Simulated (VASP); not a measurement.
# Mo (Im-3m) in VASP: notebook

Aim: see how the results for Mo move with the level of theory and the settings. Levels: r2SCAN, PBE, PBEsol. Tasks: relaxation of cell and atoms.

Program: VASP 6.6.1. These are calculated values, not measurements. Logs are shortened: lines on timing, memory, paths and dates and some standing lists are left out, and cuts for length are marked.

## (1) The structure

The structure is cubic, space group Im-3m (No. 229). The conventional cell has a = 3.023 Å, b = 3.023 Å, c = 3.023 Å, α = 90.00°, β = 90.00°, γ = 90.00°. Mo (site symmetry m-3m) is surrounded by 8 Mo at 2.62 Å.

## (2) Relaxation of cell and atoms, r2SCAN, target pressure 45 GPa, at which the enthalpy is minimised

INCAR

```
PREC     = Accurate       # precision mode
ENCUT    = 600            # plane-wave cutoff, eV
EDIFF    = 1E-7           # SCF threshold, eV
ISMEAR   = 1              # smearing method
SIGMA    = 0.1            # smearing width, eV
LREAL    = F              # projectors in reciprocal space
LASPH    = T              # aspherical terms in the spheres
NELM     = 80             # most SCF steps
ALGO     = Normal         # electronic algorithm
ISIF     = 3              # what is computed and relaxed
LWAVE    = F              # write WAVECAR
LCHARG   = F              # write CHGCAR
METAGGA  = R2SCAN         # meta-GGA
LMIXTAU  = T            
IBRION   = 2              # ionic algorithm
NSW      = 90             # ionic steps
EDIFFG   = -0.005         # ionic threshold
PSTRESS  = 450.0        
KPAR     = 2
```

KPOINTS

```
Automatic mesh
0
Gamma
  16 16 16
```

POSCAR

```
Mo                                      
1.0
   -1.5117086142      1.5117086142      1.5117086142
    1.5117086142     -1.5117086142      1.5117086142
    1.5117086142      1.5117086142     -1.5117086142
  Mo            
     1
Direct
     0.0000000000000000    0.0000000000000000    0.0000000000000000
```

Potentials or basis: VASP PAW PBE potentials, release 64 (Mo_sv).

Started as:

```console
> cat potpaw_PBE.64/Mo_sv/POTCAR > POTCAR
> mpirun -np 2 vasp_std > vasp.out
```

OUTCAR:

```text
PREC = Accurate
   ENCUT = 600
   EDIFF = 1E-7
   ISMEAR = 1
   LREAL = F
   LASPH = T
   NELM = 80
   ISIF = 3
   METAGGA = R2SCAN
   IBRION = 2
   NSW = 90
   EDIFFG = -0.005
   PSTRESS = 450.0

 ion  position               nearest neighbor table
   1  0.000  0.000  0.000-

  LATTYP: Found a body centered cubic cell.
 ALAT       =     3.0234172284

  Lattice vectors:

 A1 = (  -1.5117086142,   1.5117086142,   1.5117086142)
 A2 = (   1.5117086142,  -1.5117086142,   1.5117086142)
 A3 = (   1.5117086142,   1.5117086142,  -1.5117086142)

Analysis of symmetry for initial positions (statically):
=====================================================================
 Subroutine PRICEL returns:
 Original cell was already a primitive cell.

 Routine SETGRP: Setting up the symmetry group for a
 body centered cubic supercell.

 Subroutine GETGRP returns: Found 48 space group operations
 (whereof 48 operations were pure point group operations)
 out of a pool of 48 trial point group operations.

The static configuration has the point symmetry O_h .

Analysis of symmetry for dynamics (positions and initial velocities):
=====================================================================
 Subroutine PRICEL returns:
 Original cell was already a primitive cell.

 Routine SETGRP: Setting up the symmetry group for a
 body centered cubic supercell.

 Subroutine GETGRP returns: Found 48 space group operations
 (whereof 48 operations were pure point group operations)
 out of a pool of 48 trial point group operations.

The dynamic configuration has the point symmetry O_h .

 Subroutine INISYM returns: Found 48 space group operations
 (whereof 48 operations are pure point group operations),
 and found     1 'primitive' translations

----------------------------------------------------------------------------------------

                                     Primitive cell

  volume of cell :      13.8186

  direct lattice vectors                    reciprocal lattice vectors
    -1.511708614  1.511708614  1.511708614     0.000000000  0.330751572  0.330751572
     1.511708614 -1.511708614  1.511708614     0.330751572  0.000000000  0.330751572
     1.511708614  1.511708614 -1.511708614     0.330751572  0.330751572  0.000000000

  length of vectors
     2.618356126  2.618356126  2.618356126     0.467753358  0.467753358  0.467753358

  position of ions in fractional coordinates (direct lattice)
     0.000000000  0.000000000  0.000000000

  ion indices of the primitive-cell ions
   primitive index   ion index
                 1           1

----------------------------------------------------------------------------------------

 KPOINTS: Automatic mesh

Automatic generation of k-mesh.
 Grid dimensions read from file:
 generate k-points for:   16   16   16

 Generating k-lattice:

  Cartesian coordinates                     Fractional coordinates (reciprocal lattice)
     0.000000000  0.020671973  0.020671973     0.062500000  0.000000000  0.000000000
     0.020671973  0.000000000  0.020671973     0.000000000  0.062500000  0.000000000
     0.020671973  0.020671973  0.000000000     0.000000000  0.000000000  0.062500000

  Length of vectors
     0.029234585  0.029234585  0.029234585

  Shift w.r.t. Gamma in fractional coordinates (k-lattice)
     0.000000000  0.000000000  0.000000000

 Subroutine IBZKPT returns following result:
 ===========================================

 Found    145 irreducible k-points:

 Following reciprocal coordinates:
            Coordinates               Weight
  0.000000  0.000000  0.000000      1.000000
  0.062500  0.000000  0.000000     12.000000
  0.125000  0.000000  0.000000     12.000000
  0.187500  0.000000  0.000000     12.000000
  0.250000  0.000000  0.000000     12.000000
  0.312500  0.000000  0.000000     12.000000
[... 16 lines left out ...]
  0.187500  0.187500  0.000000     24.000000
  0.250000  0.187500 -0.000000     48.000000
 [... further k-points ...]
   k-points           NKPTS =    145   k-points in BZ     NKDIM =    145   number of bands    NBANDS=     11
   number of dos      NEDOS =    301   number of ions     NIONS =      1
   total plane-waves  NPLWV =  13824
   dimension x,y,z NGX =    24 NGY =   24 NGZ =   24
   dimension x,y,z NGXF=    48 NGYF=   48 NGZF=   48
   ions per type =               1
   NGX,Y,Z   is equivalent  to a cutoff of  15.24, 15.24, 15.24 a.u.
   NGXF,Y,Z  is equivalent  to a cutoff of  30.48, 30.48, 30.48 a.u.
 SYSTEM =  unknown system
   PREC   = accura    normal or accurate (medium, high low for compatibility)
   ISTART =      0    job   : 0-new  1-cont  2-samecut
   ICHARG =      2    charge: 1-file 2-atom 10-const
   ISPIN  =      1    spin polarized calculation?
   LNONCOLLINEAR =      F non collinear calculations
   LSORBIT =      F    spin-orbit coupling
   LASPH  =      T    aspherical Exc in radial PAW
   ENCUT  =  600.0 eV  44.10 Ry    6.64 a.u.   5.23  5.23  5.23*2*pi/ulx,y,z
   NELM   =     80;   NELMIN=  2; NELMDL= -5     # of ELM steps
   EDIFF  = 0.1E-06   stopping-criterion for ELM
   LREAL  =      F    real-space projection
   EDIFFG = -.5E-02   stopping-criterion for IOM
   NSW    =     90    number of steps for IOM
   IBRION =      2    ionic relax: 0-MD 1-quasi-New 2-CG
   NFREE  =      1    steps in history (QN), initial steepest desc. (CG)
   ISIF   =      3    stress and relaxation
   ISYM   =      2    0-nonsym 1-usesym 2-fastsym
   POTIM  = 0.5000    time-step for ionic-motion
   TEBEG  =    0.0;   TEEND  =   0.0 temperature during run
   PSTRESS=  450.0 pullay stress
   NELECT =      14.0000    total number of electrons
   NUPDOWN=      -1.0000    fix difference up-down
   EMIN   =  10.00;   EMAX   =-10.00  energy-range for DOS
   EFERMI =   0.00;   METHOD = LEGACY
   ISMEAR =     1;   SIGMA  =   0.10  broadening in eV -4-tet -1-fermi 0-gaus
   EFERMI_NEDOS =   21; number of points for ismear=-14 and -15
   IALGO  =     38    algorithm
   IMIX   =      4    mixing-type and parameters
     AMIX     =   0.40;   BMIX     =  1.00
     AMIX_MAG =   1.60;   BMIX_MAG =  1.00
  volume/ion in A,a.u.               =      13.82        93.25
  Fermi-wavevector in a.u.,A,eV,Ry     =   1.644231  3.107146 36.783278  2.703495
  Thomas-Fermi vector in A             =   2.734231
   LORBIT       =      0    0 simple, 1 ext, 2 COOP (PROOUT), +10 PAW based schemes
   METAGGA = R2SCAN    functional components
   LHFCALC =     F    Hartree Fock is set to
   AEXX    =    0.0000 exact exchange contribution
   IVDW    =     0    specifies the selected vdW correction
   LEPSILON=     F    determine dielectric tensor
   LRPA    =     F    only Hartree local field effects (RPA)
 conjugate gradient relaxation of ions
 non-spin polarized calculation
 Methfessel and Paxton  Order N= 1 SIGMA  =   0.10
  energy-cutoff  :      600.00
  volume of cell :       13.82
 maximum number of plane-waves:       474
 NGX is ok and might be reduce to    24
   NGX = 11   NGY = 11   NGZ = 11

 number of electron      14.0000002 magnetization

 Free energy of the ion-electron system (eV)
  ---------------------------------------------------
  ext. energy  EPLUGINS =         0.00000000
  ---------------------------------------------------
  free energy    TOTEN  =       -25.84510439 eV

  energy without entropy =      -25.84484327  energy(sigma->0) =      -25.84501735

 E-fermi :  14.7090     XC(G=0): -15.4353

 val. band max:       14.6968958036   @ k =  -0.2500   0.3750   0.1250
 cond. band min:      14.7254213782   @ k =   0.3750   0.1250   0.0625
 fundamental gap:      0.0285255746
 Fermi energy:        14.7089965929

 k-point     1 :       0.0000    0.0000    0.0000
  band No.  band energies     occupation
      1     -48.6387      2.00000
      2     -20.7380      2.00000
      3     -20.7380      2.00000
      4     -20.7380      2.00000
      5       6.6526      2.00000
      6      12.9591      2.00000
      7      12.9591      2.00000
      8      12.9591      2.00000
      9      16.7705      0.00000
     10      16.7705      0.00000
     11      30.2854      0.00000

 k-point     2 :       0.0625    0.0000    0.0000
  band No.  band energies     occupation
      1     -48.6213      2.00000
      2     -20.8292      2.00000
      3     -20.7652      2.00000
      4     -20.7389      2.00000
      5       6.8625      2.00000
      6      12.8330      2.00000
      7      12.9362      2.00000
      8      13.1593      2.00000
      9      16.5725     -0.00000
     10      16.7696      0.00000
     11      30.4568      0.00000

 k-point     3 :       0.1250    0.0000    0.0000
  band No.  band energies     occupation
      1     -48.5715      2.00000
      2     -21.0850      2.00000
      3     -20.8419      2.00000
      4     -20.7417      2.00000
      5       7.4421      2.00000
      6      12.4918      2.00000
      7      12.8396      2.00000
      8      13.7488      2.00000
      9      16.1851     -0.00000
     10      16.7800      0.00000
     11      30.8595      0.00000
[... 267 lines left out ...]
 k-point    23 :       0.1875    0.1875    0.0000
  band No.  band energies     occupation
      1     -48.2935      2.00000
      2     -22.2416      2.00000
      3     -21.2682      2.00000
      4     -20.9012      2.00000
      5       9.7355      2.00000
      6      11.3326      2.00000
      7      12.0907      2.00000
      8      15.7151     -0.00000
      9      17.5935      0.00000
     10      18.6130      0.00000
     11      30.8007      0.00000

 k-point    24 :       0.2500    0.1875   -0.0000
  band No.  band energies     occupation
      1     -48.2208      2.00000
      2     -22.4600      2.00000
      3     -21.4514      2.00000
      4     -20.9309      2.00000
      5       9.7265      2.00000
      6      11.0626      2.00000
      7      12.6636      2.00000
      8      16.0057     -0.00000
      9      17.7781      0.00000
     10      20.3825      0.00000
     11      29.7413      0.00000

 [... further k-points ...]

------------------------ aborting loop because EDIFF is reached ----------------------------------------

  FORCE on cell =-STRESS in cart. coord.  units (eV):
  Direction    XX          YY          ZZ          XY          YZ          ZX
  --------------------------------------------------------------------------------------
  -------------------------------------------------------------------------------------
  Total        3.8844057      3.8844057      3.8844057      0.0000000      0.0000000     -0.0000000
  in kB      450.3715107    450.3715107    450.3715107      0.0000000      0.0000000     -0.0000000
  external PRESSURE =       0.3715107 kB  Pullay stress =     450.0000000 kB

 VOLUME and BASIS-vectors are now :
 -----------------------------------------------------------------------------
  energy-cutoff  :      600.00
  volume of cell :       13.82
      direct lattice vectors                 reciprocal lattice vectors
    -1.511708614  1.511708614  1.511708614     0.000000000  0.330751572  0.330751572
     1.511708614 -1.511708614  1.511708614     0.330751572  0.000000000  0.330751572
     1.511708614  1.511708614 -1.511708614     0.330751572  0.330751572  0.000000000

 POSITION                                       TOTAL-FORCE (eV/Angst)
 -----------------------------------------------------------------------------------
      0.00000      0.00000      0.00000        -0.000000      0.000000      0.000000
 -----------------------------------------------------------------------------------
    total drift:                                0.000000      0.000000      0.000000

  FREE ENERGIE OF THE ION-ELECTRON SYSTEM (eV)
  ---------------------------------------------------
  free  energy   TOTEN  =       -25.8451043876 eV

  energy  without entropy=      -25.8448432672  energy(sigma->0) =      -25.84501735

  enthalpy is  TOTEN    =       -21.9639029265 eV   P V=        3.8812014611

 reached required accuracy - stopping structural energy minimisation
```

It took 84 s on 2 MPI ranks of Intel Xeon Platinum 8259CL at 2.50GHz (Skylake/Cascade Lake), shared host; peak memory 0.15 GiB.

What came out:

```
Free energy             : -25.8451 eV
Pressure after relaxing : 45.0 GPa
Band gap on the k mesh  : none (metal or under the smearing width)
```

Final structure:
```xyz
1
Lattice="-1.5117 1.5117 1.5117 1.5117 -1.5117 1.5117 1.5117 1.5117 -1.5117" Properties=species:S:1:pos:R:3 pbc="T T T"
Mo    0.0000    0.0000    0.0000
```

Caveat: the relaxation stopped at its first step, so nothing moved; the cell is relaxed towards a set pressure, so the enthalpy falls and the energy may rise; the PAW data sets were made with another functional, which shifts forces and pressure a little.

## (3) Relaxation of cell and atoms, PBE

This run uses another cell than the first one, of 15.58 Å³/atom, 1.128 times its volume.

INCAR

```
  PREC = Accurate
  ENCUT = 600
  EDIFF = 1E-6
  ISMEAR = 1
  SIGMA = 0.1
  LREAL = F
  LASPH = T
  NELM = 80
  ALGO = Normal
  ISIF = 3
  LWAVE = F
  LCHARG = F
  GGA = PE
  IBRION = 2
  NSW = 90
  EDIFFG = -0.01
  KPAR = 2
```

KPOINTS

```
regular mesh
0
Gamma
  16 16 16
```

POSCAR

```
Mo
1.0
   -1.5734150000      1.5734150000      1.5734150000
    1.5734150000     -1.5734150000      1.5734150000
    1.5734150000      1.5734150000     -1.5734150000
Mo
1
Direct
    0.0000000000      0.0000000000      0.0000000000
```

Potentials or basis: VASP PAW PBE potentials, release 64 (Mo_sv).

Started as:

```console
> cat potpaw_PBE.64/Mo_sv/POTCAR > POTCAR
> mpirun -np 2 vasp_std > vasp.out
```

OUTCAR:

```text
PREC = Accurate
   ENCUT = 600
   EDIFF = 1E-6
   ISMEAR = 1
   LREAL = F
   LASPH = T
   NELM = 80
   ISIF = 3
   GGA = PE
   IBRION = 2
   NSW = 90
   EDIFFG = -0.01

 ion  position               nearest neighbor table
   1  0.000  0.000  0.000-

  LATTYP: Found a body centered cubic cell.
 ALAT       =     3.1468300000

  Lattice vectors:

 A1 = (  -1.5734150000,   1.5734150000,   1.5734150000)
 A2 = (   1.5734150000,  -1.5734150000,   1.5734150000)
 A3 = (   1.5734150000,   1.5734150000,  -1.5734150000)

Analysis of symmetry for initial positions (statically):
=====================================================================
 Subroutine PRICEL returns:
 Original cell was already a primitive cell.

 Routine SETGRP: Setting up the symmetry group for a
 body centered cubic supercell.

 Subroutine GETGRP returns: Found 48 space group operations
 (whereof 48 operations were pure point group operations)
 out of a pool of 48 trial point group operations.

The static configuration has the point symmetry O_h .

Analysis of symmetry for dynamics (positions and initial velocities):
=====================================================================
 Subroutine PRICEL returns:
 Original cell was already a primitive cell.

 Routine SETGRP: Setting up the symmetry group for a
 body centered cubic supercell.

[... 222 lines left out ...]

 number of electron      14.0000002 magnetization

 Free energy of the ion-electron system (eV)
  ---------------------------------------------------
  ext. energy  EPLUGINS =         0.00000000
  ---------------------------------------------------
  free energy    TOTEN  =       -10.94011067 eV

  energy without entropy =      -10.94072211  energy(sigma->0) =      -10.94031448

 E-fermi :  12.4217     XC(G=0): -13.3272

 val. band max:       12.4077797781   @ k =  -0.1875   0.1875   0.0625
 cond. band min:      12.4672717973   @ k =   0.1875   0.0000   0.0000
 fundamental gap:      0.0594920191
 Fermi energy:        12.4217246419

 k-point     1 :       0.0000    0.0000    0.0000
  band No.  band energies     occupation
      1     -48.8536      2.00000
      2     -22.1458      2.00000
      3     -22.1458      2.00000
      4     -22.1458      2.00000
      5       5.2186      2.00000
      6      11.0795      2.00000
      7      11.0795      2.00000
      8      11.0795      2.00000
      9      14.0640     -0.00000
     10      14.0640     -0.00000
     11      27.2327      0.00000
[... 309 lines left out ...]
 k-point    24 :       0.2500    0.1875    0.0000
  band No.  band energies     occupation
      1     -48.6300      2.00000
      2     -23.2068      2.00000
      3     -22.5850      2.00000
      4     -22.2627      2.00000
      5       8.2845      2.00000
      6       9.5464      2.00000
      7      10.6232      2.00000
      8      13.5016     -0.00000
      9      14.8055      0.00000
     10      16.9789      0.00000
     11      25.5411      0.00000

 [... further k-points ...]

------------------------ aborting loop because EDIFF is reached ----------------------------------------

  FORCE on cell =-STRESS in cart. coord.  units (eV):
  Direction    XX          YY          ZZ          XY          YZ          ZX
  --------------------------------------------------------------------------------------
  -------------------------------------------------------------------------------------
  Total       -0.0048500     -0.0048500     -0.0048500     -0.0000000     -0.0000000      0.0000000
  in kB       -0.4916785     -0.4916785     -0.4916785     -0.0000000     -0.0000000      0.0000000
  external PRESSURE =      -0.4916785 kB  Pullay stress =       0.0000000 kB
[... 16 lines left out ...]
  FREE ENERGIE OF THE ION-ELECTRON SYSTEM (eV)
  ---------------------------------------------------
  free  energy   TOTEN  =       -10.9401106709 eV

  energy  without entropy=      -10.9407221106  energy(sigma->0) =      -10.94031448

 reached required accuracy - stopping structural energy minimisation
```

CONTCAR:

```text
Mo
   1.00000000000000
    -1.5808923905158392    1.5808923905158392    1.5808923905158392
     1.5808923905158392   -1.5808923905158392    1.5808923905158392
     1.5808923905158392    1.5808923905158392   -1.5808923905158392
  Mo
     1
Direct
     0.0000000000000000    0.0000000000000000    0.0000000000000000

  0.00000000E+00  0.00000000E+00  0.00000000E+00
```

It took 12 s on 2 MPI ranks of Intel Xeon 6975P-C (Granite Rapids), shared host; peak memory 0.15 GiB.

What came out:

```yaml
Free_energy: -10.9401 eV
Relaxed_volume: 15.80 Å³/atom
Relaxed_cell: a = 2.738 Å, b = 2.738 Å, c = 2.738 Å, α = 109.47°, β = 109.47°, γ = 109.47°
Space_group_after_relaxing_to_0.05_Å: Im-3m (No. 229)
Energy_gained_by_relaxing: 2.6 meV/atom
Ionic_steps: 3
Pressure_after_relaxing: 0.0 GPa
Band_gap_on_the_k_mesh: none (metal or under the smearing width)
```

Step by step:
```tsv
step	energy change (eV)	largest force (eV/Å)	pressure (GPa)	volume (Å³)
1	0.0000	0.0000	3.79	15.58
2	0.0163	0.0000	-9.34	16.43
3	-0.0026	0.0000	-0.05	15.80
```

Final structure:
```
Mo
1.0
    -1.58089    1.58089    1.58089
     1.58089   -1.58089    1.58089
     1.58089    1.58089   -1.58089
Mo
1
Cartesian
  0.0000 0.0000 0.0000
```

PBE usually gives volumes a little too large and moduli too small. Zero-point motion and thermal expansion aren't in these numbers.

(Part 1 of 2 ends here.)
